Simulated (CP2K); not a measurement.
Runs of CP2K 2026.2 on Y. It takes space group P6_3/mmc (No. 194, hexagonal). Conventional cell: a = 3.647 Å, b = 3.647 Å, c = 5.731 Å, α = 90.00°, β = 90.00°, γ = 120.00°. Y (site symmetry -6m2) has 12 Y at 3.56 to 3.65 Å as nearest neighbours. 

```tsv
task	level	potentials or basis	cell	smearing	EPS_DEFAULT	NGRIDS	basis sets	potentials	points a segment of the path (NPOINTS)	gap on the mesh (eV)	pressure (GPa)
band structure	r2SCAN	POTENTIAL_UZH Y GTH-SCAN-q11; TZVP-MOLOPT-SCAN-GTH basis	as given	fermi-dirac 0.05 eV	1.0E-9	4	Y TZVP-MOLOPT-SCAN-GTH-q11	Y GTH-SCAN-q11 of POTENTIAL_UZH	6	none	(a)
single point	PBE	POTENTIAL_UZH Y GTH-PBE-q11; TZVP-MOLOPT-PBE-GTH basis	as given	fermi-dirac 0.05 eV	1.0E-10	5	Y TZVP-MOLOPT-PBE-GTH-q11	Y GTH-PBE-q11 of POTENTIAL_UZH	-	none	-0.1
band structure	LDA	GTH_POTENTIALS Y GTH-PADE-q11; TZVP-MOLOPT-PBE-GTH basis	as given	fermi-dirac 0.1 eV	1.0E-9	4	Y TZVP-MOLOPT-PBE-GTH-q11	Y GTH-PADE-q11 of GTH_POTENTIALS	10	none	-4.0
single point	PBE	POTENTIAL_UZH Y GTH-PBE-q11; TZVP-MOLOPT-PBE-GTH basis	atoms moved at random, drawn with an rms of 0.05 Å	fermi-dirac 0.05 eV	1.0E-10	4	Y TZVP-MOLOPT-PBE-GTH-q11	Y GTH-PBE-q11 of POTENTIAL_UZH	-	none	-0.1
band structure	PBEsol	POTENTIAL_UZH Y GTH-PBE-q11; TZVP-MOLOPT-PBE-GTH basis	as given	fermi-dirac 0.0259 eV	1.0E-9	4	Y TZVP-MOLOPT-PBE-GTH-q11	Y GTH-PBE-q11 of POTENTIAL_UZH	8	none	-1.9
```

Alike in all rows: no spin polarisation; k mesh 8 × 8 × 5.

Fill in the values left out.

(a) 1.5.

Caveats: the basis of atomic orbitals isn't converged, which shifts pressures, moduli and gaps; the potentials were made for another functional, which shifts forces and pressure (some runs).

A k mesh can miss the band edges, and the runs leave out spin-orbit coupling on Y.

A gap of «none» marks a metal or a gap under the smearing width.
